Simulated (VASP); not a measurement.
Set up this calculation in VASP 6.6.1, as the native input.

```yaml
Task: single point
Functional: LDA
Potentials_or_basis: VASP PAW LDA potentials, release 64 (O, H, Cu)
Cutoff: 520 eV
k_mesh: 6 × 6 × 6
Occupations: gaussian, width 0.05 eV
Spin: no spin polarisation
Dipole_correction: no
Further_INCAR_settings: ALGO = Normal; EDIFF = 1e-07; NBANDS = 28
```

The structure of Cu3HO lies in POSCAR:

```
Cu3HO
1.0
    3.5194861382      0.0000000000      0.0000000000
    0.0000000000      3.5194861382      0.0000000000
    0.0000000000      0.0000000000      3.5194861382
O H Cu
1 1 3
Direct
    0.0000000000      0.0000000000      0.0000000000
    0.5000000000      0.5000000000      0.5000000000
    0.5000000000      0.5000000000      0.0000000000
    0.5000000000      0.0000000000      0.5000000000
    0.0000000000      0.5000000000      0.5000000000
```

The cell comes from a database or a generator and needn't be the stable form of this composition.

The input as run:

INCAR

```
SYSTEM = Cu3HO
ALGO     = Normal         ! electronic algorithm
EDIFF    = 1E-7           ! SCF threshold, eV
ENCUT    = 520            ! plane-wave cutoff, eV
ISIF     = 2              ! what is computed and relaxed
ISMEAR   = 0              ! smearing method
LASPH    = .TRUE.         ! aspherical terms in the spheres
LCHARG   = .FALSE.        ! write CHGCAR
LREAL    = .FALSE.        ! projectors in reciprocal space
LWAVE    = .FALSE.        ! write WAVECAR
NBANDS   = 28             ! bands
NELM     = 100            ! most SCF steps
PREC     = Accurate       ! precision mode
SIGMA    = 0.05           ! smearing width, eV
```

KPOINTS

```
k-points
0
G
  6 6 6
  0 0 0
```

Potentials or basis: VASP PAW LDA potentials, release 64 (O, H, Cu).

The run is started by

```bash
$ cat potpaw_LDA.64/O/POTCAR potpaw_LDA.64/H/POTCAR potpaw_LDA.64/Cu/POTCAR > POTCAR
$ mpirun -np 1 vasp_std > vasp.out
```

Results of the run:

The pressure is 0.4 GPa and the band gap on the k mesh is 0.10 eV, indirect (least direct gap 0.21 eV).

Run time: 16 s on 1 thread of Intel(R) Xeon(R) Platinum 8488C (Sapphire Rapids), on a shared host, peak memory 0.15 GiB.
